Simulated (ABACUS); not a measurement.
# NiO (Fm-3m) in ABACUS: settings compared

One crystal, NiO, is run at these levels: PBE, BLYP, rSCAN; tasks: single point, relaxation of cell and atoms.

Everything below comes from runs of ABACUS 3.10.1. Logs are shortened: lines on timing, memory, paths and dates and some standing lists are left out, and cuts for length are marked.

**The experiment to reproduce.**

“Local correlations, non-local screening, multiplets, and band formation in NiO”, 2012, arxiv:1210.6675 quotes, for a bulk crystal of NiO: band gap 4.3 eV.

The runs below are set against these values where they give the same quantity.

**1. The structure**

The structure is cubic, space group Fm-3m (No. 225). The conventional cell has a = 4.172 Å, b = 4.172 Å, c = 4.172 Å, α = 90.00°, β = 90.00°, γ = 90.00°. Ni (site symmetry m-3m) is surrounded by 6 O at 2.09 Å. O (site symmetry m-3m) is surrounded by 6 Ni at 2.09 Å.

**2. Single point, PBE, collinear spin, ferromagnetic start**

The input, INPUT:

```
INPUT_PARAMETERS
suffix              NiO
calculation         scf
basis_type          lcao
pseudo_dir          ./
orbital_dir         ./
symmetry            1
dft_functional      pbe
ecutwfc             103
pseudo_rcut         10
nspin               2
nbands              23
ks_solver           genelpa
smearing_method     fd
smearing_sigma      0.00367493
scf_thr             1e-07
scf_nmax            100
mixing_type         broyden
mixing_beta         0.4
cal_force           1
cal_stress          1
out_mul             1
out_chg             1
out_pot             2
out_elf             1
```

The input, STRU:

```
ATOMIC_SPECIES
Ni 58.6934 Ni.upf
O 15.9990 O.upf

NUMERICAL_ORBITAL
Ni_confined-atom_7au_4s3p3d1f.orb
O_confined-atom_6au_3s3p2d1f.orb

LATTICE_CONSTANT
1.8897261246

LATTICE_VECTORS
0.0000000000 2.0859016414 2.0859016414
2.0859016414 0.0000000000 2.0859016414
2.0859016414 2.0859016414 0.0000000000

ATOMIC_POSITIONS
Cartesian

Ni
0.0
1
0.0000000000 0.0000000000 0.0000000000 1 1 1 mag 1

O
0.0
1
2.0859016414 2.0859016414 2.0859016414 1 1 1 mag 0
```

The input, KPT:

```
K_POINTS
0
Gamma
10 10 10 0 0 0
```

Potentials or basis: Ansatz NC PBE, TZDP LCAO (the cutoffs set its grid).

Command:

```sh
> OMP_NUM_THREADS=1 mpirun -np 4 abacus > log
```

running log:

```text
[... set-up lines left out ...]
 LCAO ALGORITHM --------------- ION=   1  ELEC=   1--------------------------------
          total magnetism (Bohr mag/cell) = 0.898364
       absolute magnetism (Bohr mag/cell) = 0.898458
                        nelec for spin up = 12.4492
                      nelec for spin down = 11.5508

 Density error is 0.0734044186643
----------------------------------------------------------
     Energy           Rydberg                 eV
----------------------------------------------------------
 E_KohnSham     -374.7336971793      -5098.5135142448
 E_Harris       -372.4006683435      -5066.7710284801
 E_Fermi        0.9966445653         13.5600449683
----------------------------------------------------------

 LCAO ALGORITHM --------------- ION=   1  ELEC=   2--------------------------------
          total magnetism (Bohr mag/cell) = 1.13709
       absolute magnetism (Bohr mag/cell) = 1.13794
                        nelec for spin up = 12.5685
                      nelec for spin down = 11.4315

 Density error is 0.0323614000826
----------------------------------------------------------
     Energy           Rydberg                 eV
----------------------------------------------------------
 E_KohnSham     -374.7540289368      -5098.7901419975
 E_Harris       -373.1337389282      -5076.7449654681
 E_Fermi        1.0458428544         14.2294220329
----------------------------------------------------------

 LCAO ALGORITHM --------------- ION=   1  ELEC=   3--------------------------------
          total magnetism (Bohr mag/cell) = 1.40743
       absolute magnetism (Bohr mag/cell) = 1.40957
                        nelec for spin up = 12.7037
                      nelec for spin down = 11.2963

 Density error is 0.0224983030117
----------------------------------------------------------
     Energy           Rydberg                 eV
----------------------------------------------------------
 E_KohnSham     -374.7546654698      -5098.7988024729
 E_Harris       -375.7436612064      -5112.2547797880
 E_Fermi        1.0753439077         14.6308044538
----------------------------------------------------------

 LCAO ALGORITHM --------------- ION=   1  ELEC=   4--------------------------------
          total magnetism (Bohr mag/cell) = 1.71434
       absolute magnetism (Bohr mag/cell) = 1.71955
                        nelec for spin up = 12.8572
                      nelec for spin down = 11.1428

 Density error is 0.00882113640138
----------------------------------------------------------
     Energy           Rydberg                 eV
----------------------------------------------------------
 E_KohnSham     -374.7600205120      -5098.8716615602
 E_Harris       -374.8079640046      -5099.5239662418
 E_Fermi        1.0678928664         14.5294278368
----------------------------------------------------------

 LCAO ALGORITHM --------------- ION=   1  ELEC=   5--------------------------------
          total magnetism (Bohr mag/cell) = 1.86119
       absolute magnetism (Bohr mag/cell) = 1.87279
                        nelec for spin up = 12.9306
                      nelec for spin down = 11.0694

 Density error is 0.00257557106093
----------------------------------------------------------
     Energy           Rydberg                 eV
----------------------------------------------------------
 E_KohnSham     -374.7610248350      -5098.8853260754
 E_Harris       -374.8497984321      -5100.0931528275
 E_Fermi        1.0681213448         14.5325364443
----------------------------------------------------------
[... 97 lines left out ...]
 Density error is 5.27709559411e-06
----------------------------------------------------------
     Energy           Rydberg                 eV
----------------------------------------------------------
 E_KohnSham     -374.7610664338      -5098.8858920563
 E_Harris       -374.7610933989      -5098.8862589349
 E_Fermi        1.0664925059         14.5103749540
----------------------------------------------------------

 LCAO ALGORITHM --------------- ION=   1  ELEC=  13--------------------------------
          total magnetism (Bohr mag/cell) = 1.82234
       absolute magnetism (Bohr mag/cell) = 1.83336
                        nelec for spin up = 12.9112
                      nelec for spin down = 11.0888

 Density error is 8.8659060528e-07
----------------------------------------------------------
     Energy           Rydberg                 eV
----------------------------------------------------------
 E_KohnSham     -374.7610664338      -5098.8858920561
 E_Harris       -374.7610728329      -5098.8859791202
 E_Fermi        1.0664929622         14.5103811621
----------------------------------------------------------

 LCAO ALGORITHM --------------- ION=   1  ELEC=  14--------------------------------
          total magnetism (Bohr mag/cell) = 1.82233
       absolute magnetism (Bohr mag/cell) = 1.83336
                        nelec for spin up = 12.9112
                      nelec for spin down = 11.0888

 Density error is 1.88087797238e-07
----------------------------------------------------------
     Energy           Rydberg                 eV
----------------------------------------------------------
 E_KohnSham     -374.7610664340      -5098.8858920584
 E_Harris       -374.7610644014      -5098.8858644042
 E_Fermi        1.0664927363         14.5103780895
----------------------------------------------------------

 LCAO ALGORITHM --------------- ION=   1  ELEC=  15--------------------------------
          total magnetism (Bohr mag/cell) = 1.82233
       absolute magnetism (Bohr mag/cell) = 1.83336
                        nelec for spin up = 12.9112
                      nelec for spin down = 11.0888

 Density error is 9.30397692845e-08
----------------------------------------------------------
     Energy           Rydberg                 eV
----------------------------------------------------------
 E_KohnSham     -374.7610664338      -5098.8858920558
 E_KS(sigma->0) -374.7607604621      -5098.8817290973
 E_Harris       -374.7610650212      -5098.8858728369
 E_band         -23.8594119636       -324.6239536338
 E_one_elec     -195.9424827027      -2665.9342450237
 E_Hartree      113.5271256934       1544.6157869921
 E_xc           -53.1217899716       -722.7590315734
 E_Ewald        -239.2233075094      -3254.8000765338
 E_entropy(-TS) -0.0006119434        -0.0083259169
 E_descf        0.0000000000         0.0000000000
 E_exx          0.0000000000         0.0000000000
 E_Fermi        1.0664927407         14.5103781485
----------------------------------------------------------

 charge density convergence is achieved
 final etot is -5098.8858921 eV
 EFERMI = 14.510378149 eV
The vacuum level is 10.635182754 eV

 STATE ENERGY(eV) AND OCCUPATIONS    NSPIN == 2
SPIN UP :
 1/47 kpoint (Cartesian) = 0.0000 0.0000 0.0000 (537 pws)
       1       -89.8210     0.00100000
       2       -50.2737     0.00100000
       3       -50.2737     0.00100000
       4       -50.2737     0.00100000
       5       -5.86587     0.00100000
       6        11.2130     0.00100000
[... 15 lines left out ...]
      22        40.2249        0.00000
      23        40.2249        0.00000

 2/47 kpoint (Cartesian) = 0.023970 0.023970 0.023970 (545 pws)
       1       -89.8207     0.00800000
       2       -50.2766     0.00800000
       3       -50.2740     0.00800000
       4       -50.2740     0.00800000
       5       -5.75182     0.00800000
       6        10.4473     0.00800000
[... 15 lines left out ...]
      22        41.8573        0.00000
      23        41.8573        0.00000

 3/47 kpoint (Cartesian) = 0.047941 0.047941 0.047941 (548 pws)
       1       -89.8200     0.00800000
       2       -50.2843     0.00800000
       3       -50.2750     0.00800000
       4       -50.2750     0.00800000
       5       -5.43769     0.00800000
       6        9.05168     0.00800000
[... 15 lines left out ...]
      22        44.4732        0.00000
      23        44.4732        0.00000
[... 26 lines left out ...]
 5/47 kpoint (Cartesian) = 0.095882 0.095882 0.095882 (550 pws)
       1       -89.8185     0.00800000
       2       -50.3014     0.00800000
       3       -50.2771     0.00800000
       4       -50.2771     0.00800000
       5       -4.62715     0.00800000
       6        6.62267     0.00800000
[... 15 lines left out ...]
      22        44.5198        0.00000
      23        44.5198        0.00000

 6/47 kpoint (Cartesian) = 0.11985 0.11985 0.11985 (548 pws)
       1       -89.8183     0.00400000
       2       -50.3043     0.00400000
       3       -50.2774     0.00400000
       4       -50.2774     0.00400000
       5       -4.46770     0.00400000
       6        6.24729     0.00400000
[... 15 lines left out ...]
      22        43.2895        0.00000
      23        43.2895        0.00000

[... levels at 88 further k points ...]

-------------------------------------------------
 Total Magnetism (uB)
-------------------------------------------------
                        Ni1         1.4573849314
                         O1         0.3649469239
-------------------------------------------------

 correction force for each atom along direction 1 is -2.32601e-14
 correction force for each atom along direction 2 is 6.05779e-14
 correction force for each atom along direction 3 is 4.97350e-14
------------------------------------------------------------------------------------------
 TOTAL-FORCE (eV/Angstrom)
------------------------------------------------------------------------------------------
                       Ni1         0.0000000000         0.0000000000         0.0000000000
                        O1         0.0000000000         0.0000000000         0.0000000000
------------------------------------------------------------------------------------------

----------------------------------------------------------------
 TOTAL-STRESS (KBAR)
----------------------------------------------------------------
        68.2467807268        -0.0000000000        -0.0000000000
        -0.0000000000        68.2467807268        -0.0000000000
         0.0000000000         0.0000000000        68.2467807268
----------------------------------------------------------------
 TOTAL-PRESSURE: 68.246781 KBAR

 --------------------------------------------
 !FINAL_ETOT_IS -5098.8858920557804595 eV
 --------------------------------------------
```

Run time: 39 s. Hardware: 4 MPI ranks of Intel Xeon Platinum 8488C (Sapphire Rapids), shared host; peak memory 0.6 GiB.

What came out:

```
Free energy            : -5098.8859 eV
Pressure               : 6.8 GPa
Band gap on the k mesh : none (metal or under the smearing width)
Net moment             : 1.82 μB per cell
Absolute moment        : 1.83 μB per cell
Site moments           : Ni +1.46; O +0.36 μB
Mulliken charges       : Ni +0.02; O -0.02 e
```

Levels at points of the mesh, in eV from the Fermi level:
Spin up:
| k point | band 9 | band 10 | band 11 | band 12 | band 13 | band 14 | band 15 | band 16 | band 17 | band 18 |
| --- | --- | --- | --- | --- | --- | --- | --- | --- | --- | --- |
| (0.00, 0.00, 0.00) | -3.01 | -3.01 | -2.67 | -2.67 | -2.67 | 1.57 | 17.87 | 18.87 | 18.87 | 18.87 |
| (0.50, 0.50, 0.50) | -1.98 | -1.98 | -1.42 | 0.22 | 0.22 | 5.60 | 9.99 | 14.01 | 14.01 | 21.31 |
| (0.50, 0.50, 0.00) | -3.55 | -2.96 | -2.39 | -1.65 | -1.65 | 6.14 | 10.58 | 12.21 | 16.61 | 16.61 |
Spin down:
| k point | band 8 | band 9 | band 10 | band 11 | band 12 | band 13 | band 14 | band 15 |
| --- | --- | --- | --- | --- | --- | --- | --- | --- |
| (0.00, 0.00, 0.00) | -2.46 | -1.73 | -1.73 | -1.73 | -0.52 | -0.52 | 1.91 | 17.78 |
| (0.50, 0.50, 0.50) | -4.78 | -0.81 | -0.81 | -0.44 | 2.33 | 2.33 | 5.75 | 10.52 |
| (0.50, 0.50, 0.00) | -3.83 | -2.74 | -0.61 | -0.61 | -0.08 | 0.47 | 6.54 | 10.96 |

Caveat: the atomic orbitals were generated for these runs and aren't a published set; Mulliken charges move with the basis; the basis of atomic orbitals isn't converged, which shifts pressures, moduli and gaps; a cell with one magnetic atom can't hold antiferromagnetic order, which such compounds often take; semilocal functionals often make such compounds metallic where correlation or magnetic order opens a gap, which also shifts bond lengths.

**3. Relaxation of cell and atoms, PBE, collinear spin, ferromagnetic start**

INPUT, as its differences from that of step 2:

```diff
@@ -2,3 +2,3 @@
 suffix              NiO
-calculation         scf
+calculation         cell-relax
 basis_type          lcao
@@ -11,3 +11,3 @@
 nspin               2
-nbands              23
+nbands              17
 ks_solver           genelpa
@@ -22,4 +22,6 @@
 out_mul             1
-out_chg             1
-out_pot             2
-out_elf             1
+relax_nmax          60
+force_thr_ev        0.01
+relax_method        cg
+out_stru            1
+stress_thr          0.5
```

STRU, as its differences from that of step 2:

```diff
@@ -17,3 +17,3 @@
 ATOMIC_POSITIONS
-Cartesian
+Direct
 
@@ -27,2 +27,2 @@
 1
-2.0859016414 2.0859016414 2.0859016414 1 1 1 mag 0
+0.5000000000 0.5000000000 0.5000000000 1 1 1 mag 0
```

KPT is that of step 2.

Potentials or basis: Ansatz NC PBE, TZDP LCAO (the cutoffs set its grid).

Command:

```sh
> OMP_NUM_THREADS=1 mpirun -np 4 abacus > log
```

running log:

```text
[... set-up lines left out ...]
 LCAO ALGORITHM --------------- ION=   1  ELEC=   1--------------------------------
          total magnetism (Bohr mag/cell) = 0.898364
       absolute magnetism (Bohr mag/cell) = 0.898458
                        nelec for spin up = 12.4492
                      nelec for spin down = 11.5508

 Density error is 0.0734044186642
----------------------------------------------------------
     Energy           Rydberg                 eV
----------------------------------------------------------
 E_KohnSham     -374.7336971793      -5098.5135142447
 E_Harris       -372.4006683435      -5066.7710284798
 E_Fermi        0.9966445653         13.5600449683
----------------------------------------------------------

 LCAO ALGORITHM --------------- ION=   1  ELEC=   2--------------------------------
          total magnetism (Bohr mag/cell) = 1.13709
       absolute magnetism (Bohr mag/cell) = 1.13794
                        nelec for spin up = 12.5685
                      nelec for spin down = 11.4315

 Density error is 0.0323614000811
----------------------------------------------------------
     Energy           Rydberg                 eV
----------------------------------------------------------
 E_KohnSham     -374.7540289367      -5098.7901419963
 E_Harris       -373.1337389281      -5076.7449654662
 E_Fermi        1.0458428544         14.2294220329
----------------------------------------------------------

 LCAO ALGORITHM --------------- ION=   1  ELEC=   3--------------------------------
          total magnetism (Bohr mag/cell) = 1.40743
       absolute magnetism (Bohr mag/cell) = 1.40957
                        nelec for spin up = 12.7037
                      nelec for spin down = 11.2963

 Density error is 0.0224983030101
----------------------------------------------------------
     Energy           Rydberg                 eV
----------------------------------------------------------
 E_KohnSham     -374.7546654697      -5098.7988024713
 E_Harris       -375.7436612062      -5112.2547797855
 E_Fermi        1.0753439077         14.6308044539
----------------------------------------------------------

 LCAO ALGORITHM --------------- ION=   1  ELEC=   4--------------------------------
          total magnetism (Bohr mag/cell) = 1.71434
       absolute magnetism (Bohr mag/cell) = 1.71955
                        nelec for spin up = 12.8572
                      nelec for spin down = 11.1428
[... 618 lines left out ...]
-------------------------------------------------
 Total Magnetism (uB)
-------------------------------------------------
                        Ni1         1.5042373534
                         O1         0.3837010454
-------------------------------------------------

 correction force for each atom along direction 1 is 0.000000
 correction force for each atom along direction 2 is 0.000000
 correction force for each atom along direction 3 is 0.000000
------------------------------------------------------------------------------------------
 TOTAL-FORCE (eV/Angstrom)
------------------------------------------------------------------------------------------
                       Ni1         0.0000000000         0.0000000000         0.0000000000
                        O1         0.0000000000         0.0000000000         0.0000000000
------------------------------------------------------------------------------------------

----------------------------------------------------------------
 TOTAL-STRESS (KBAR)
----------------------------------------------------------------
         0.2717125234         0.0000000000         0.0000000000
         0.0000000000         0.2717125234        -0.0000000000
         0.0000000000        -0.0000000000         0.2717125234
----------------------------------------------------------------
 TOTAL-PRESSURE: 0.271713 KBAR

 Largest gradient in force is 0.000000 eV/A.
 Threshold is 0.010000 eV/A.

 Largest gradient in stress is 0.271713 kbar.
 Threshold is 0.500000 kbar.

 Relaxation is converged!

 --------------------------------------------
 !FINAL_ETOT_IS -5098.8998855050658676 eV
 --------------------------------------------
```

Wall time 2.1 min (4 MPI ranks of Intel Xeon Platinum 8488C (Sapphire Rapids), shared host); peak memory 0.64 GiB.

Results:

| Property | Result |
| --- | --- |
| Free energy | -5098.8999 eV |
| Relaxed volume | 9.41 Å³/atom |
| Relaxed cell | a = 2.986 Å, b = 2.986 Å, c = 2.986 Å, α = 60.00°, β = 60.00°, γ = 60.00° |
| Space group after relaxing (to 0.05 Å) | Fm-3m (No. 225) |
| Energy gained by relaxing | 7.0 meV/atom |
| Ionic steps | 4 |
| Pressure after relaxing | 0.0 GPa |
| Net moment | 1.89 μB per cell |
| Absolute moment | 1.90 μB per cell |
| Site moments | Ni +1.50; O +0.38 μB |
| Mulliken charges | Ni +0.03; O -0.03 e |

The path:
| step | energy change (eV) | largest force (eV/Å) | pressure (GPa) | volume (Å³) |
| --- | --- | --- | --- | --- |
| 1 | 0.0000 | 0.0000 | 6.82 | 18.15 |
| 2 | -0.0099 | 0.0000 | -3.51 | 19.22 |
| 3 | -0.0140 | 0.0000 | -0.06 | 18.84 |
| 4 | -0.0140 | 0.0000 | 0.03 | 18.83 |

Final structure:
```cif
data_structure
_symmetry_space_group_name_H-M 'P 1'
_symmetry_Int_Tables_number 1
_cell_length_a 2.9860
_cell_length_b 2.9860
_cell_length_c 2.9860
_cell_angle_alpha 60.000
_cell_angle_beta 60.000
_cell_angle_gamma 60.000
_cell_volume 18.83
loop_
_atom_site_label
_atom_site_type_symbol
_atom_site_fract_x
_atom_site_fract_y
_atom_site_fract_z
_atom_site_occupancy
Ni1 Ni 0.00000 0.00000 0.00000 1
O1 O 0.50000 0.50000 0.50000 1
```

Caveat: the atomic orbitals were generated for these runs and aren't a published set; Mulliken charges move with the basis; the basis of atomic orbitals isn't converged, which shifts pressures, moduli and gaps; a cell with one magnetic atom can't hold antiferromagnetic order, which such compounds often take.

[end of part 1 of 2]
